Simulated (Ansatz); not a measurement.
The system is Pt.

```xyz
1
Lattice="0.0000 1.9609 1.9609 1.9609 0.0000 1.9609 1.9609 1.9609 0.0000" Properties=species:S:1:pos:R:3 pbc="T T T"
Pt    0.0000    0.0000    0.0000
```

Program: Ansatz 0.2.0. Alike in all runs: cell as given.

**Question.** Order these runs on this cell by their pressure, lowest first.
A. level PBEsol; potentials or basis Ansatz PAW; spin off; k mesh 12 × 12 × 12; cutoff (eV) 420; smearing fermi-dirac 0.05 eV; points for each segment of the path 14
B. level PBE; potentials or basis Ansatz PAW; spin SOC, no magnetisation; k mesh 9 × 9 × 9; cutoff (eV) 420; smearing fermi-dirac 0.05 eV; points for each segment of the path 14
C. level BLYP; potentials or basis PseudoDojo standard (PBEsol files); spin off; k mesh 12 × 12 × 12; cutoff (eV) 1143; smearing fermi-dirac 0.1 eV
D. level LDA; potentials or basis Ansatz PAW; spin off; k mesh 12 × 12 × 12; cutoff (eV) 420; smearing fermi-dirac 0.05 eV; points for each segment of the path 14
E. level RPBE+U; potentials or basis PseudoDojo stringent (PBE files); spin SOC, no magnetisation; U Pt d U = 8 eV; k mesh 12 × 12 × 12; cutoff (eV) 1143; smearing tetrahedron; hubbard projectors ortho-atomic; double counting amf

**Answer.** D (-6.0 GPa), A (-0.6 GPa), B (9.9 GPa), E (17.3 GPa), C (25.0 GPa).

Caveats: the PAW data sets come from PBE, with cores solved anew for the run's functional, which leaves a small shift of forces and pressure (some runs); the potentials were made for another functional, which shifts forces and pressure (some runs); U without spin polarisation on a metal has little footing (some runs); the U is typed as a test and isn't derived for this compound (some runs); with tetrahedron occupations forces and stress needn't match the slope of the energy (some runs); so large a pressure means that the cell lies far from this level's equilibrium, or that cutoff or potentials fall short (some runs).
